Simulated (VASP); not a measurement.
The system is ZnSe (Stilleite).

```
Zn Se
1.0
     0.00000    2.83380    2.83380
     2.83380    0.00000    2.83380
     2.83380    2.83380    0.00000
Zn Se
1 1
Direct
  0.00000 0.00000 0.00000
  0.25000 0.25000 0.25000
```

| Quantity | Value |
| --- | --- |
| Program | VASP 6.6.1 |
| Task | relaxation of cell and atoms |
| Functional | LDA |
| Potentials or basis | VASP PAW LDA potentials, release 64 (Zn, Se) |
| Cutoff | 600 eV |
| k mesh | 8 × 8 × 8 |
| Occupations | gaussian, width 0.03 eV |
| Spin | no spin polarisation |

At the start: pressure -3.1 GPa; volume 22.76 Å³/atom.

Q: How do energy, volume and symmetry change on relaxing?

A: Over 5 steps the energy falls by 11.0 meV/atom and the volume is 21.68 Å³/atom (-4.7 %); space group F-43m (No. 216, to 0.05 Å).

Step by step:
```
step  energy change (eV)  largest force (eV/Å)  pressure (GPa)  volume (Å³)
   1              0.0000                0.0000           -3.13        45.51
   2             -0.0194                0.0000            1.19        42.65
   3             -0.0220                0.0000           -0.16        43.35
   4             -0.0220                0.0000            0.12        43.26
   5             -0.0220                0.0000            0.02        43.35
```

Final structure:
```yaml
crystal:
  lattice:
    - [0.00000, 2.78827, 2.78827]
    - [2.78827, 0.00000, 2.78827]
    - [2.78827, 2.78827, 0.00000]
  atoms:
    - { symbol: Zn, position: [0.00000, 0.00000, 0.00000] }
    - { symbol: Se, position: [0.25000, 0.25000, 0.25000] }
```
